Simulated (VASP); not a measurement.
**VASP 6.6.1 run: CdS**

INCAR

```
NELM = 84
SIGMA = 0.02
GGA = PE
ISPIN = 2
MAGMOM = -0.5 -0.5 0.5 0.5
IBRION = -1
LASPH = .TRUE.
ISMEAR = -1
LWAVE = .FALSE.
ENCUT = 520
NBANDS = 26
LREAL = .TRUE.
ISIF = 2
EDIFF = 1E-7
LCHARG = .FALSE.
PREC = Accurate
NSW = 0
```

KPOINTS

```
KPOINTS created by Atomic Simulation Environment
0
Gamma
8 8 5
0 0 0
```

POSCAR

```
Cd S
 1.0000000000000000
     4.6404183262138199    0.0000000000000000    0.0000000000000000
    -2.3202091631069099    4.0187201546880322    0.0000000000000000
     0.0000000000000000    0.0000000000000000    6.0504691820999996
 Cd  S
   2   2
Cartesian
  0.0000000000000000  2.6791467697920215  1.5126172955249999
  2.3202091631069099  1.3395733848960107  4.5378518865749999
  2.3202091631069099  1.3395733848960107  1.5126172955249999
  0.0000000000000000  2.6791467697920215  4.5378518865749999
```

The recommended PBE PAW datasets give the neutral cell 36 valence electrons.

Command

```
mpirun -np 1 vasp_std
```

OSZICAR

```
N       E                     dE             d eps       ncg     rms          rms(c)
DAV:   1     0.238151429807E+03    0.23815E+03   -0.17196E+04  3128   0.125E+03
DAV:   2     0.125564749319E+01   -0.23690E+03   -0.22825E+03  3518   0.307E+02
DAV:   3    -0.126444199595E+02   -0.13900E+02   -0.13790E+02  3660   0.729E+01
DAV:   4    -0.128089812399E+02   -0.16456E+00   -0.16438E+00  3556   0.759E+00
DAV:   5    -0.128115658626E+02   -0.25846E-02   -0.25845E-02  3758   0.968E-01    0.884E+00
DAV:   6    -0.116873821112E+02    0.11242E+01   -0.23017E+00  3596   0.133E+01    0.707E+00
DAV:   7    -0.116722055218E+02    0.15177E-01   -0.54731E-01  3314   0.412E+00    0.429E+00
DAV:   8    -0.116697514064E+02    0.24541E-02   -0.39282E-02  3364   0.161E+00    0.180E+00
DAV:   9    -0.116696195536E+02    0.13185E-03   -0.37122E-03  3354   0.396E-01    0.319E-01
DAV:  10    -0.116700842257E+02   -0.46467E-03   -0.10997E-03  3528   0.232E-01    0.126E-01
DAV:  11    -0.116704093447E+02   -0.32512E-03   -0.30127E-04  3280   0.107E-01    0.873E-02
DAV:  12    -0.116706397285E+02   -0.23038E-03   -0.21300E-04  3228   0.883E-02    0.360E-02
DAV:  13    -0.116706444334E+02   -0.47048E-05   -0.11079E-05  3682   0.225E-02    0.773E-03
DAV:  14    -0.116706467413E+02   -0.23080E-05   -0.27483E-06  3266   0.789E-03    0.291E-03
DAV:  15    -0.116706484695E+02   -0.17282E-05   -0.11932E-06  3252   0.505E-03    0.292E-03
DAV:  16    -0.116706489948E+02   -0.52527E-06   -0.79598E-07  2962   0.403E-03    0.140E-03
DAV:  17    -0.116706489782E+02    0.16540E-07   -0.50702E-08  2720   0.120E-03
   1 F= -.11670649E+02 E0= -.11670649E+02  d E =-.386946E-08  mag=     0.0000
```

It converged. Results: pressure -6.4 GPa; magnetic moment of the cell 0.00 μB.

These settings aren't sound, so the numbers aren't properties of the crystal.

On sound settings PBE gives a gap of 0.57 eV on its mesh and a pressure of -5.4 GPa for the intended cell.

The run took about 3.5 min on one core of a shared host (Intel Xeon Platinum 8488C) and held 0.33 GiB at most.
